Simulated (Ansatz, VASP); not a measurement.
# One calculation of Ag, two programs

File INCAR:

```
SYSTEM = Ag
PREC = Accurate ; ENCUT = 520
EDIFF = 1E-6 ; ISMEAR = -1
SIGMA = 0.1 ; LREAL = .FALSE.
LASPH = .TRUE. ; NELM = 60
ALGO = Normal ; ISIF = 2
LWAVE = .FALSE. ; LCHARG = .FALSE.
GGA = B5 ; ALDAX = 1.0
AGGAX = 1.0 ; AGGAC = 1.0
ALDAC = 0.0 ; NBANDS = 12
```

The input KPOINTS:

```
regular mesh
0
G
  13 13 13
  0 0 0
```

POSCAR

```
Ag
1.0
    2.9295781344      0.0000000000      0.0000000000
    0.0000000000      2.9295781344      0.0000000000
    0.0000000000      0.0000000000      2.9295781344
Ag
1
Direct
    0.0000000000      0.0000000000      0.0000000000
```

Input for Ansatz:

```yaml
crystal:
  lattice:
    - [2.9295781344, 0.0, 0.0]
    - [0.0, 2.9295781344, 0.0]
    - [0.0, 0.0, 2.9295781344]
  atoms:
    - { symbol: Ag, position: [0.0, 0.0, 0.0] }
hamiltonian:
  xc: blyp
  pseudopotentials:
    kind: paw
    azcp:
      Ag: "pseudopotentials/Ag.paw.azcp"
basis:
  ecutwfc: 420
  fft_grid_basis: typed
kpoints:
  mp_grid: { grid: [13, 13, 13], shift: [0, 0, 0] }
magnetization:
  spin_polarized: false
scf:
  occupations: { method: fermi_dirac, width: 0.1 }
  lower_state_search: "off"
output:
  stress: true
```

Alike in both runs: task single point; functional BLYP; k mesh 13 × 13 × 13; occupations fermi-dirac, width 0.1 eV; no spin polarisation.

```csv
,VASP,Ansatz
version,VASP 6.6.1,Ansatz 0.2.0
potentials or method,"VASP PAW PBE potentials, release 64 (Ag)","plane waves (420 eV) with PAW, scalar-relativistic"
plane-wave cutoff (eV),520,420
valence electrons in the cell,11,19
```

|  | VASP | Ansatz | Ansatz less VASP |
| --- | --- | --- | --- |
| pressure (GPa) | -4.2 | -4.2 | -0.05 |

The two sets of potentials don't hold the same shells in valence.

Caveats: the PAW data sets were made with another functional, which shifts forces and pressure a little (VASP).
